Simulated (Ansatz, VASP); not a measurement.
# Two plane-wave programs on InAs

File INCAR:

```
SYSTEM = InAs
PREC = Accurate
ENCUT = 520
EDIFF = 1E-8
ISMEAR = -1
SIGMA = 0.08
LREAL = .False.
LASPH = .True.
NELM = 80
ALGO = Normal
ISIF = 2
LWAVE = .False.
LCHARG = .False.
GGA = PE
LEFG = .True.
NBANDS = 16
```

The input KPOINTS:

```
Automatic mesh
0
Gamma
  10 10 10
  0 0 0
```

The input POSCAR:

```
InAs
1.0
    0.0000000000      3.0637940372      3.0637940372
    3.0637940372      0.0000000000      3.0637940372
    3.0637940372      3.0637940372      0.0000000000
In As
1 1
Direct
    0.0000000000      0.0000000000      0.0000000000
    0.7500000000      0.7500000000      0.7500000000
```

Input for Ansatz:

```yaml
crystal:
  lattice:
    - [0.0, 3.0637940372, 3.0637940372]
    - [3.0637940372, 0.0, 3.0637940372]
    - [3.0637940372, 3.0637940372, 0.0]
  atoms:
    - { symbol: In, position: [0.0, 0.0, 0.0] }
    - { symbol: As, position: [0.75, 0.75, 0.75] }
kpoints:
  mp_grid: { grid: [10, 10, 10] }
scf:
  occupations: { method: fermi_dirac, width: 0.08 }
hamiltonian:
  xc: pbe
  pseudopotentials: { kind: paw }
output:
  forces: true
  stress: true
  eigenvalues: true
  efg: { contact_densities: true }
```

Change from the starting cell: volume scaled by 1.04, PAW files.

Alike in both runs: task electric field gradients; functional PBE; k mesh 10 × 10 × 10; occupations fermi-dirac, width 0.08 eV; no spin polarisation.

|  | VASP | Ansatz |
| --- | --- | --- |
| version | VASP 6.6.1 | Ansatz 0.2.0 |
| potentials or method | VASP PAW PBE potentials, release 64 (In_d, As) | PAW with Ansatz's default frozen-core files, scalar-relativistic |
| plane-wave cutoff (eV) | 520 | 420 |
| valence electrons in the cell | 18 | 28 |

```csv
,VASP,Ansatz,Ansatz less VASP
pressure (GPa),1.5,1.5,-0.06
Vzz of the field gradient on the site that differs most (V/Å²),0.0,0.0,0.00
```

The two sets of potentials don't hold the same shells in valence. Ansatz warned: «gradients_without_spin_orbit».
